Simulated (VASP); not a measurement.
Here is a VASP 6.6.1 calculation.

POSCAR

```
Li2O
1.0
    0.0000000000      2.2863690217      2.2863690217
    2.2863690217      0.0000000000      2.2863690217
    2.2863690217      2.2863690217      0.0000000000
Li O
2 1
Direct
    0.2500000000      0.2500000000      0.2500000000
    0.7500000000      0.7500000000      0.7500000000
    0.0000000000      0.0000000000      0.0000000000
```

Contents of INCAR.step1:

```
  PREC = Accurate
  ENCUT = 520
  EDIFF = 1E-5
  ISMEAR = 0
  SIGMA = 0.01
  LREAL = False
  LASPH = True
  NELM = 100
  ALGO = Normal
  ISIF = 2
  LWAVE = True
  LCHARG = False
  GGA = PE
  NBANDS = 13
```

The input INCAR.step2:

```
  PREC = Accurate
  ENCUT = 520
  EDIFF = 1E-6
  ISMEAR = 0
  SIGMA = 0.01
  LREAL = False
  LASPH = True
  NELM = 100
  ALGO = Normal
  ISIF = 2
  LWAVE = False
  LCHARG = False
  GGA = PE
  LHFCALC = True
  HFSCREEN = 0.2079
  PRECFOCK = Normal
  ISTART = 1
  NBANDS = 13
```

File KPOINTS:

```
Automatic mesh
0
Gamma
  4 4 4
```

Potentials or basis: VASP PAW PBE potentials, release 64 (Li_sv, O).

Command:

```console
$ cat potpaw_PBE.64/Li_sv/POTCAR potpaw_PBE.64/O/POTCAR > POTCAR
$ cp INCAR.step1 INCAR
$ mpirun -np 1 vasp_std > vasp.out
$ cp INCAR.step2 INCAR
$ mpirun -np 1 vasp_std > vasp.out
```

**Question.** Estimate the band gap on the k mesh.

**Answer.** 6.64 eV, indirect (least direct gap 7.16 eV).

Caveat: the k mesh is coarse (spacing up to 0.59 Å⁻¹), so the values aren't converged, least of all with exact exchange. A k mesh can miss the band edges.
